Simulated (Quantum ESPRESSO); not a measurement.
A calculation with Quantum ESPRESSO 7.5 of Ge (native input, structure typed inline):

pw.in

```
&CONTROL
  calculation = 'scf'
  prefix = 'pwscf'
  outdir = './tmp'
  pseudo_dir = './pseudo'
  tprnfor = .true.
  tstress = .true.
  disk_io = 'low'
/
&SYSTEM
  ibrav = 0
  celldm(1) = 8
  nat = 2
  ntyp = 1
  ecutwfc = 45
  ecutrho = 360
  nbnd = 21
  occupations = 'smearing'
  smearing = 'fd'
  degauss = 0.00367493
/
&ELECTRONS
  conv_thr = 4d-10
  electron_maxstep = 120
  mixing_beta = 0.5
/
ATOMIC_SPECIES
Ge    72.6300 ge_pbesol_v1.4.uspp.F.UPF
CELL_PARAMETERS alat
 -0.6081350599468   0.6081350599468   0.3300908973422
  0.6081350599468  -0.6081350599468   0.3300908973422
  0.6081350599468   0.6081350599468  -0.3300908973422
ATOMIC_POSITIONS crystal
Ge     0.5000000000    0.5000000000    0.0000000000
Ge     0.2500000000    0.7500000000    0.5000000000
K_POINTS automatic
11 11 11 0 0 0
```

Contents of pp_density.in:

```
&INPUTPP
  prefix = 'pwscf'
  outdir = './tmp'
  filplot = 'density.dat'
  plot_num = 0
/
&PLOT
  nfile = 1
  filepp(1) = 'density.dat'
  iflag = 3
  output_format = 6
  fileout = 'density.cube'
/
```

pp_potential.in

```
&INPUTPP
  prefix = 'pwscf'
  outdir = './tmp'
  filplot = 'potential.dat'
  plot_num = 11
/
&PLOT
  nfile = 1
  filepp(1) = 'potential.dat'
  iflag = 3
  output_format = 6
  fileout = 'potential.cube'
/
```

Potentials or basis: GBRV 1.5 PBEsol.

The run is started by

```console
$ OMP_NUM_THREADS=1 mpirun -n 2 pw.x -nk 2 -in pw.in > pw.out
$ OMP_NUM_THREADS=1 mpirun -n 1 pp.x -in pp_density.in > pp_density.out
$ OMP_NUM_THREADS=1 mpirun -n 1 pp.x -in pp_potential.in > pp_potential.out
```

This isn't the form of Ge at room conditions, which is diamond.

Problem. Write the same calculation in another form: ASE script, structure from a POSCAR.

Solution. As run:

Contents of run.py:

```python
import numpy as np
from ase.calculators.espresso import Espresso, EspressoProfile
from ase.io import read

atoms = read('POSCAR')

input_data = {
    'control': {'calculation': 'scf', 'prefix': 'pwscf', 'outdir': './tmp', 'tprnfor': True, 'tstress': True, 'disk_io': 'nowf'},
    'system': {'ecutwfc': 45.0, 'ecutrho': 360.0, 'nbnd': 21, 'occupations': 'smearing', 'smearing': 'fd', 'degauss': 0.00367493},
    'electrons': {'conv_thr': 4e-10, 'electron_maxstep': 120, 'mixing_beta': 0.5},
}
pseudopotentials = {'Ge': 'ge_pbesol_v1.4.uspp.F.UPF'}
profile = EspressoProfile(command='mpirun -n 2 pw.x -nk 2', pseudo_dir='pseudo')
dft = Espresso(profile=profile, input_data=input_data, pseudopotentials=pseudopotentials, kpts=(11, 11, 11), koffset=(0, 0, 0))
atoms.calc = dft

print(f'energy {atoms.get_potential_energy():.8f} eV')
print('forces (eV/A)')
print(np.round(atoms.get_forces(), 6))
print('stress (eV/A^3, Voigt)')
print(np.round(atoms.get_stress(), 8))
print(f'Fermi level {dft.get_fermi_level():.4f} eV')
```

The input POSCAR:

```
Ge
1.0
   -2.5744897190      2.5744897190      1.3974126432
    2.5744897190     -2.5744897190      1.3974126432
    2.5744897190      2.5744897190     -1.3974126432
Ge
2
Direct
    0.5000000000      0.5000000000      0.0000000000
    0.2500000000      0.7500000000      0.5000000000
```

Potentials or basis: GBRV 1.5 PBEsol.

Command:

```sh
$ OMP_NUM_THREADS=1 python run.py
```

Both were run:

|  | native input, structure typed inline | ASE script, structure from a POSCAR |
| --- | --- | --- |
| Pressure | -0.8 GPa | -0.8 GPa |
| Band gap on the k mesh | none (metal or under the smearing width) | none (metal or under the smearing width) |

Keys that steer only the numerical path or the files written may differ.
